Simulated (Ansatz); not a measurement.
The system is TiTe.

```
Ti Te
1.0
     0.00000    3.05007    3.05007
     3.05007    0.00000    3.05007
     3.05007    3.05007    0.00000
Ti Te
1 1
Direct
  0.50000 0.50000 0.50000
  0.00000 0.00000 0.00000
```

The cell comes from a database or a generator and needn't be the stable form of this composition.

- Program: Ansatz 0.2.0
- Task: relaxation of cell and atoms
- Functional: LDA
- Potentials or basis: Ansatz PAW
- Cutoff: 420 eV (not typed: the program's choice for these potentials)
- k mesh: 6 × 6 × 6
- Occupations: fermi-dirac, width 0.05 eV
- Spin: no spin polarisation

At the start: volume 28.37 Å³/atom.

Problem. How do energy, volume and symmetry change on relaxing?

Solution. It ends after 6 steps and the volume is 20.98 Å³/atom (-26.1 %); space group Fm-3m (No. 225, to 0.05 Å).

Step by step:
```
step  energy change (eV)  largest force (eV/Å)  volume (Å³)
   1              0.0000                0.0000        56.75
   2             -0.6365                0.0000        48.85
   3             -0.8933                0.0000        41.72
   4             -0.8936                0.0000        42.03
   5             -0.8937                0.0000        41.96
   6             -0.8919                0.0000        41.96
```

Final structure:
```xyz
2
Lattice="0.0000 2.7580 2.7580 2.7580 0.0000 2.7580 2.7580 2.7580 0.0000" Properties=species:S:1:pos:R:3 pbc="T T T"
Ti    2.7580    2.7580    2.7580
Te    0.0000    0.0000    0.0000
```

Caveat: the volume moved by over 15 % at a fixed basis, so the end points are rough; the plane-wave basis is chosen anew once the cell has moved, so the energies of steps on either side of that aren't comparable; the PAW data sets come from PBE, with cores solved anew for the run's functional, which leaves a small shift of forces and pressure.
